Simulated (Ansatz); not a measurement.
# H started on an O site and a Si vacancy in alpha-quartz SiO2, 71 atoms, charge +1

Aim: let the atoms about the defect relax, then find its formation energy, its levels in the gap and its spin by PBEsol and HSE06.

Method: density functional theory in Ansatz 0.2.0, PAW datasets, plane waves.

**1. Starting point**

71 atoms (23 Si, 47 O, 1 H); a = 9.902 Å, b = 9.902 Å, c = 10.886 Å, α = 90.00°, β = 90.00°, γ = 120.00°. All atoms were shaken off their sites by about 0.02 Å along each axis. Defect site 1: (0.427, 0.294, 0.440). Defect site 2: (0.500, 0.235, 0.333). Starting moments add up to 2 μB.

The runs, in order: (2) PBEsol relaxation at the single k point (¼, ¼, ¼), on 1 × NVIDIA GB300 Max-Q with 8 threads of Arm Neoverse-V2; (3) HSE06 single point at the single k point (¼, ¼, ¼), on 1 × NVIDIA GB300 Max-Q with 8 threads of Arm Neoverse-V2.

**2. Relaxing the atoms with PBEsol**

Contents of in.yaml:

```yaml
crystal:
  lattice:
    - [9.901639, 0.000000, 0.000000]
    - [-4.950819, 8.575071, 0.000000]
    - [0.000000, 0.000000, 10.885880]
  atoms:
    - { symbol: Si, position: [0.233325, 0.998173, 0.165911] }
    - { symbol: Si, position: [0.235053, 0.000193, 0.668715] }
    - { symbol: Si, position: [0.236882, 0.501980, 0.165234] }
    - { symbol: Si, position: [0.235038, 0.500188, 0.665604] }
    - { symbol: Si, position: [0.736044, 0.000529, 0.167516] }
    - { symbol: Si, position: [0.735208, 0.002394, 0.667410] }
    - { symbol: Si, position: [0.736080, 0.501407, 0.164332] }
    - { symbol: Si, position: [0.730303, 0.497152, 0.663337] }
    - { symbol: Si, position: [0.003094, 0.240988, 0.333714] }
    - { symbol: Si, position: [0.999045, 0.234361, 0.832564] }
    - { symbol: Si, position: [0.001082, 0.735350, 0.332879] }
    - { symbol: Si, position: [0.998072, 0.733877, 0.836304] }
    - { symbol: Si, position: [0.501391, 0.234750, 0.830782] }
    - { symbol: Si, position: [0.501633, 0.735106, 0.332978] }
    - { symbol: Si, position: [0.500373, 0.736545, 0.833185] }
    - { symbol: Si, position: [0.266292, 0.267123, 0.995389] }
    - { symbol: Si, position: [0.264492, 0.268356, 0.503828], spin: 0.4 }
    - { symbol: Si, position: [0.264934, 0.768277, 0.999902] }
    - { symbol: Si, position: [0.264907, 0.764262, 0.502251] }
    - { symbol: Si, position: [0.764380, 0.263727, 0.002769] }
    - { symbol: Si, position: [0.765466, 0.262520, 0.496239] }
    - { symbol: Si, position: [0.765837, 0.764264, 0.001502] }
    - { symbol: Si, position: [0.767018, 0.767963, 0.501195] }
    - { symbol: O, position: [0.208427, 0.134023, 0.105686] }
    - { symbol: O, position: [0.210318, 0.134783, 0.606538] }
    - { symbol: O, position: [0.206049, 0.632533, 0.106991] }
    - { symbol: O, position: [0.205553, 0.630936, 0.604803] }
    - { symbol: O, position: [0.705951, 0.134613, 0.105438] }
    - { symbol: O, position: [0.705727, 0.131931, 0.609510] }
    - { symbol: O, position: [0.707249, 0.633122, 0.110151] }
    - { symbol: O, position: [0.705624, 0.634813, 0.605674] }
    - { symbol: O, position: [0.362720, 0.070606, 0.270826], spin: 0.4 }
    - { symbol: O, position: [0.366563, 0.072733, 0.774612] }
    - { symbol: O, position: [0.363949, 0.572208, 0.271828] }
    - { symbol: O, position: [0.365884, 0.577138, 0.776406] }
    - { symbol: O, position: [0.866885, 0.075248, 0.275757] }
    - { symbol: O, position: [0.863698, 0.072739, 0.772486] }
    - { symbol: O, position: [0.869446, 0.571016, 0.272832] }
    - { symbol: O, position: [0.861498, 0.568494, 0.773568] }
    - { symbol: O, position: [0.429456, 0.294845, 0.940311] }
    - { symbol: O, position: [0.426429, 0.793585, 0.437124] }
    - { symbol: O, position: [0.426659, 0.794346, 0.941399] }
    - { symbol: O, position: [0.931969, 0.292656, 0.440704] }
    - { symbol: O, position: [0.926571, 0.293615, 0.937338] }
    - { symbol: O, position: [0.926071, 0.795198, 0.438542] }
    - { symbol: O, position: [0.926343, 0.795437, 0.936470] }
    - { symbol: O, position: [0.135698, 0.206437, 0.392949] }
    - { symbol: O, position: [0.131154, 0.204037, 0.891214] }
    - { symbol: O, position: [0.133072, 0.708970, 0.393949] }
    - { symbol: O, position: [0.132050, 0.705893, 0.893625] }
    - { symbol: O, position: [0.634254, 0.203478, 0.394475], spin: 0.4 }
    - { symbol: O, position: [0.628681, 0.202767, 0.891322] }
    - { symbol: O, position: [0.634873, 0.706399, 0.392281] }
    - { symbol: O, position: [0.631681, 0.703795, 0.896332] }
    - { symbol: O, position: [0.071645, 0.363196, 0.224734] }
    - { symbol: O, position: [0.078363, 0.369836, 0.727943] }
    - { symbol: O, position: [0.074688, 0.868825, 0.224818] }
    - { symbol: O, position: [0.072740, 0.867540, 0.723230] }
    - { symbol: O, position: [0.574002, 0.365097, 0.226950], spin: 0.4 }
    - { symbol: O, position: [0.575754, 0.366460, 0.726191] }
    - { symbol: O, position: [0.569107, 0.865932, 0.226965] }
    - { symbol: O, position: [0.571641, 0.867820, 0.725004] }
    - { symbol: O, position: [0.290783, 0.425539, 0.061194] }
    - { symbol: O, position: [0.294878, 0.429498, 0.559930] }
    - { symbol: O, position: [0.295606, 0.924465, 0.059747] }
    - { symbol: O, position: [0.291759, 0.921501, 0.559321] }
    - { symbol: O, position: [0.794947, 0.428700, 0.061410] }
    - { symbol: O, position: [0.794604, 0.426224, 0.563317] }
    - { symbol: O, position: [0.793939, 0.929793, 0.060378] }
    - { symbol: O, position: [0.792231, 0.929237, 0.561125] }
    - { symbol: H, position: [0.425858, 0.294130, 0.438042], spin: 0.4 }
  symmetry: { detect: false }
kpoints:
  mp_grid: { grid: [1, 1, 1], shift: [0.25, 0.25, 0.25] }
hamiltonian:
  xc: pbesol
total_charge: 1
magnetization:
  spin_polarized: true
  initial_magnetization: 2
  spin_locking: { lock_magnetization: hard }
scf:
  occupations: { method: fermi_dirac, width: 0.01 }
relax:
  f_tol: 0.03
  max_steps: 80
  escape_saddle: false
  adjacent_minimum: "off"
output:
  forces: true
  eigenvalues: true
  populations: true
  charged_corrections: { epsilon: 4.5 }
```

Started as:

```bash
$ ansatz run in.yaml --threads 8 --pin off --max-ram 118750MiB --runs-dir r --events-out ev --progress --plain --backend cuda --devices 0,
```

After this run come: HSE06 single point.

Before running it: what results should come out? Wanted: for each run, formation energy; host gap; top filled to lowest empty; moment.

As calculated:

```
             level        time  formation energy (eV)  host gap (eV)  top filled to lowest empty (eV)  moment (μB)
PBEsol, relaxation  46 s (GPU)                  15.05           5.75                             0.38         2.00
             HSE06  43 s (GPU)                  14.61           7.72                             2.06         2.00
```

| quantity | value |
| --- | --- |
| relaxation | 25 recorded steps, 3.58 eV gained |
| largest shift | 1.27 Å (O59) |
| largest local moment | +0.95 μB on O |

**In words.** The relaxation lowers the energy by 3.58 eV; the largest shift is 1.27 Å (O59). The formation energy at E_F = VBM goes from 15.05 eV (PBEsol) to 14.61 eV (HSE06), as the host gap goes from 5.75 to 7.72 eV. The reservoirs are the elements' reference phases; where the defect changes the composition, the value depends on that choice. HSE06 puts 4 localised levels over 0.1 eV inside the gap, at 0.22 (filled), 2.27 (empty), 3.62 (empty), 6.89 (empty) eV, the tightest of them shared by about 1 atoms. The host's edges were read at Γ, so band-like levels at this k point need not coincide with them. Finite-cell errors of some tenths of an eV remain in such numbers. The dielectric constant of 4.5 in the correction is an assumed value.
